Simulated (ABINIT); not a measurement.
Runs of ABINIT 10.8.3 (patched build) on PtSe2 (Sudovikovite). The structure is trigonal, space group P-3m1 (No. 164). The conventional cell has a = 3.724 Å, b = 3.724 Å, c = 5.062 Å, α = 90.00°, β = 90.00°, γ = 120.00°. Pt (site symmetry -3m) is surrounded by 6 Se at 2.49 Å. Se (site symmetry 3m) is surrounded by 3 Pt at 2.49 Å. 

```csv
task,level,potentials or basis,k mesh,cutoff (eV),fine-grid cutoff,mesh quality,gap on the mesh (eV),pressure (GPa),largest force (eV/Å)
band structure,PBEsol,JTH PAW PBE v2.0,8 × 8 × 5,544,1088.46 eV,not flagged,none,2.8,0.45
single point,r2SCAN,JTH PAW PBE v2.0,3 × 3 × 2,653,1251.72 eV,coarse,none,4.9,0.35
band structure,revPBE,JTH PAW PBE v2.0,8 × 8 × 5,544,1088.46 eV,not flagged,none,9.6,0.72
band structure,LDA-PZ,JTH PAW LDA v2.0,8 × 8 × 5,544,1088.46 eV,not flagged,none,-0.1,0.28
band structure,LDA-VWN,JTH PAW LDA v2.0,8 × 8 × 5,544,1088.46 eV,not flagged,none,-0.2,0.26
band structure,WC,JTH PAW PBE v2.0,8 × 8 × 5,544,1088.46 eV,not flagged,none,3.4,0.54
band structure,OLYP,JTH PAW PBE v2.0,8 × 8 × 5,544,1088.46 eV,not flagged,none,6.7,0.20
band structure,BP86,JTH PAW PBE v2.0,8 × 8 × 5,544,1088.46 eV,not flagged,none,(a),0.76
single point,r2SCAN,JTH PAW PBE v2.0,6 × 6 × 4,653,1251.72 eV,not flagged,none,5.2,0.41
band structure,PW91,JTH PAW PBE v2.0,8 × 8 × 5,544,1088.46 eV,not flagged,none,(b),0.72
band structure,LDA,JTH PAW LDA v2.0,8 × 8 × 5,544,1088.46 eV,not flagged,none,-0.1,0.27
single point,LDA,JTH PAW LDA v2.0,6 × 6 × 4,544,1088.46 eV,not flagged,none,-0.1,0.26
```

Alike in all rows: no spin polarisation; cell as given; smearing fermi-dirac 0.05 eV.

Q: Estimate the missing entries.

A: (a) 8.8; (b) 7.9.

Caveats: some runs use coarse meshes; the atomic spheres overlap; spin-orbit coupling is left out, which moves the levels of the heavy elements (some runs); the PAW data sets were made with another functional, which shifts forces and pressure a little (some runs).

A k mesh can miss the band edges, and the runs leave out spin-orbit coupling on Pt, Se.

A gap of «none» marks a metal or a gap under the smearing width.

Runs at the PBE level aren't shown here.
